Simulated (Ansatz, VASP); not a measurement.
**SiNi: VASP beside Ansatz**

```xyz
2
Lattice="0.0000 2.4911 2.4911 2.4911 0.0000 2.4911 2.4911 2.4911 0.0000" Properties=species:S:1:pos:R:3 pbc="T T T"
Ni    0.0000    0.0000    0.0000
Si    1.2456    1.2456    1.2456
```

Alike in both runs: functional PBE; k mesh 13 × 13 × 13; occupations fermi-dirac, width 0.05 eV; no spin polarisation.

Ansatz relaxed the structure, and its values are those at the end. VASP's run is a single point on that final structure, the one shown.

|  | VASP | Ansatz |
| --- | --- | --- |
| version | VASP 6.6.1 | Ansatz 0.2.0 |
| potentials or method | VASP PAW PBE potentials, release 64 (Ni, Si), cutoff 520 eV | all-electron LAPW, scalar-relativistic |

|  | VASP | Ansatz | Ansatz less VASP |
| --- | --- | --- | --- |
| pressure (GPa) | 12.0 | 12.0 | +0.01 |

Ansatz ran all-electron here, so the differences hold the error of VASP's frozen core and of both bases.

Spin polarisation is off, so any magnetic state and its effect on volume and gap are missing.
